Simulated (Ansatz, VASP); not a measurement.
**Tl in VASP and in Ansatz**

```
Tl
1.0
     3.38693    0.00000    0.00000
    -1.69346    2.93317    0.00000
     0.00000    0.00000    5.48466
Tl
2
Cartesian
  0.0000 1.9554 1.3712
  1.6935 0.9777 4.1135
```

Alike in both runs: functional LDA; k mesh 14 × 14 × 8; occupations fermi-dirac, width 0.05 eV; no spin polarisation.

Ansatz relaxed the structure, and its values are those at the end. VASP's run is a single point on that final structure, the one shown.

```csv
,VASP,Ansatz
version,VASP 6.6.1,Ansatz 0.2.0
potentials or method,"VASP PAW LDA potentials, release 64 (Tl_d)","PAW with Ansatz's default frozen-core files, scalar-relativistic"
plane-wave cutoff (eV),520,420
valence electrons in the cell,26,26
```

|  | VASP | Ansatz | Ansatz less VASP |
| --- | --- | --- | --- |
| pressure (GPa) | 0.1 | 0.0 | -0.06 |

The runs have no spin-orbit coupling, so splittings on Tl are missing.
